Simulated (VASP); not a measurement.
## GaCuSe2 under changes of volume

One of the cells (18.384 Å³/atom); the others are scaled copies at fixed shape and fractional positions:

```
CELL_PARAMETERS angstrom
-2.63303 2.63303 5.30354
2.63303 -2.63303 5.30354
2.63303 2.63303 -5.30354
ATOMIC_POSITIONS crystal
Se 0.49974 0.99974 0.50000
Se 0.00026 0.50026 0.50000
Se 0.25026 0.25026 0.00000
Se 0.74974 0.74974 0.00000
Ga 0.75000 0.25000 0.50000
Ga 0.00000 0.00000 0.00000
Cu 0.50000 0.50000 0.00000
Cu 0.25000 0.75000 0.50000
```

Measurements of this composition are mostly on another form, of space group No. 122.

| Quantity | Value |
| --- | --- |
| Program | VASP 6.6.1 |
| Functional | PBE |
| Potentials or basis | VASP PAW PBE potentials, release 64 (Se, Ga_d, Cu) |
| Cutoff | 520 eV |
| k mesh | 7 × 7 × 7 |
| Occupations | fermi-dirac, width 0.05 eV |
| Spin | no spin polarisation |

```tsv
volume (Å³/atom)	energy over the lowest point (meV/atom)	pressure (GPa)	largest force (eV/Å)
17.634	?	?	?
18.009	6.90	3.5	0.066
18.384	0.80	1.7	0.053
19.135	0.00	-1.3	0.031
19.510	4.49	-2.5	0.021
```

Question: What does the run at 17.634 Å³/atom give?

Answer: Energy over the lowest point 17.47 meV/atom; pressure 5.5 GPa; largest force 0.081 eV/Å.

Worked out: A Birch-Murnaghan fit of order 2 (a polynomial in V^(-2/3)) to the other rows has its minimum at 18.80 Å³/atom with B0 = V·E''(V) = 74 GPa at fixed shape and positions, which overstates the stiffness. It gives 17.26 meV/atom at 17.634 Å³/atom, against the run's 17.47, and -dE/dV = 5.4 GPa, against 5.5.

Energies are extrapolated to zero smearing.

Caveats: the run has no spin polarisation, though such a crystal can be magnetic.
